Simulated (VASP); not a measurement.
Pd, 1 atom in the cell. It takes space group Fm-3m (No. 225, cubic). The conventional cell has a = 3.917 Å, b = 3.917 Å, c = 3.917 Å, α = 90.00°, β = 90.00°, γ = 90.00°. Around Pd (site symmetry m-3m) lie 12 Pd at 2.77 Å. 

* Program: VASP 6.6.1
* Task: relaxation of cell and atoms
* Functional: LDA
* Potentials or basis: VASP PAW LDA potentials, release 64 (Pd)
* Cutoff: 600 eV
* k mesh: 18 × 18 × 18
* Occupations: gaussian, width 0.1 eV
* Spin: no spin polarisation
* Further INCAR settings: ALGO = Normal; EDIFF = 1e-07; IBRION = 2; EDIFFG = -0.005; NSW = 90; ISIF = 3

Potentials or basis: VASP PAW LDA potentials, release 64 (Pd).

Run with:

```console
$ cat potpaw_LDA.64/Pd/POTCAR > POTCAR
$ mpirun -np 1 vasp_std > vasp.out
```

Hardware: 1 thread of Intel(R) Xeon(R) 6975P-C (Granite Rapids) (shared host).

Problem. How long does it take, and how much memory?

Solution. It took 41 s on 1 thread of Intel(R) Xeon(R) 6975P-C (Granite Rapids), with other jobs on the host, peak memory 0.16 GiB. Counts: scf iterations 48, k points 195, ion steps 7.
